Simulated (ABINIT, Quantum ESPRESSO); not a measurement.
**The electronic dielectric constant of InP, sorted by core time**

It takes space group F-43m (No. 216, cubic). Conventional cell: a = 5.861 Å, b = 5.861 Å, c = 5.861 Å, α = 90.00°, β = 90.00°, γ = 90.00°. In (site symmetry -43m) is surrounded by 4 P at 2.54 Å. P (site symmetry -43m) is surrounded by 4 In at 2.54 Å.

```csv
rung,level,program and potentials,cutoff (eV),k mesh,smearing,task,core time,chip,electronic dielectric constant,notes
GGA,PBEsol,"ABINIT, PseudoDojo NC SR PBEsol v0.4.1 standard",844,"4 × 4 × 4, 4 shifts",fixed,dielectric tensor,14 min,Intel Xeon,12.03,9 valence electrons an atom on average
GGA,PBE,"ABINIT, PseudoDojo NC SR PBE v0.4 stringent",1007,"4 × 4 × 4, 4 shifts",fixed,dielectric tensor,17 min,Arm Neoverse V1,11.44,13 valence electrons an atom on average
GGA,PBE,"ABINIT, PseudoDojo NC SR PBE v0.4.1 standard",952,"4 × 4 × 4, 4 shifts",fixed,dielectric tensor,17 min,Arm Neoverse V1,11.47,9 valence electrons an atom on average
GGA,PBEsol,"ABINIT, PseudoDojo NC SR PBEsol v0.4 stringent",1007,"4 × 4 × 4, 4 shifts",fixed,dielectric tensor,18 min,Arm Neoverse V1,12.00,13 valence electrons an atom on average
GGA,revPBE,"Quantum ESPRESSO, PseudoDojo 0.5 SR PBE standard",952,"6 × 6 × 6, shifted",fixed,phonons,24 min,Intel Xeon,10.58,potentials made for PBE; 9 valence electrons an atom on average
LDA,LDA,"ABINIT, PseudoDojo NC SR LDA v0.4.1 standard",844,"4 × 4 × 4, 4 shifts",fixed,phonon dispersion,61 min,Arm Neoverse N1,12.60,9 valence electrons an atom on average
```

Times are single runs on shared hosts and different chips, so they are rough; meshes, cutoffs and the tasks' sizes weigh on the time. All rows: no spin polarisation. Smearing widths are in eV. The cell comes from a database and isn't always the measured one. Meshes differ between rows, which moves values too. All levels ran on this one cell, unrelaxed unless noted. Meshes are those of the run's cell of 2 atoms unless a note names another. Runs on faulty files, with rough fits or with known faults for this quantity aren't shown. No row holds spin-orbit coupling.

By rung: LDA 12.60; GGA 10.58 to 12.03.
